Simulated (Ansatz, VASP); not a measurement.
**Two plane-wave programs on Al**

```
Al
1.0
    -1.60708    1.60708    1.60708
     1.60708   -1.60708    1.60708
     1.60708    1.60708   -1.60708
Al
1
Direct
  0.00000 0.00000 0.00000
```

The cell was built by a generator and needn't be a form met in nature.

Alike in both runs: task relaxation of cell and atoms; functional BLYP; k mesh 14 × 14 × 14; occupations fermi-dirac, width 0.1 eV; no spin polarisation.

|  | VASP | Ansatz |
| --- | --- | --- |
| version | VASP 6.6.1 | Ansatz 0.2.0 |
| potentials or method | VASP PAW PBE potentials, release 64 (Al) | plane waves (420 eV) with PAW, scalar-relativistic |
| plane-wave cutoff (eV) | 600 | 420 |
| valence electrons in the cell | 3 | 3 |

VASP gave:

```
relaxed volume (Å³/atom)                                     : 18.23
relaxed cell length with the largest relative difference (Å) : 2.872
energy change over the relaxation (meV/atom)                 : -26
```

**Question.** Which values does Ansatz return?

**Answer.** Relaxed volume (Å³/atom): 18.19; relaxed cell length with the largest relative difference (Å): 2.870; energy change over the relaxation (meV/atom): -25.

Caveats: the PAW data sets were made with another functional, which shifts forces and pressure a little (VASP).
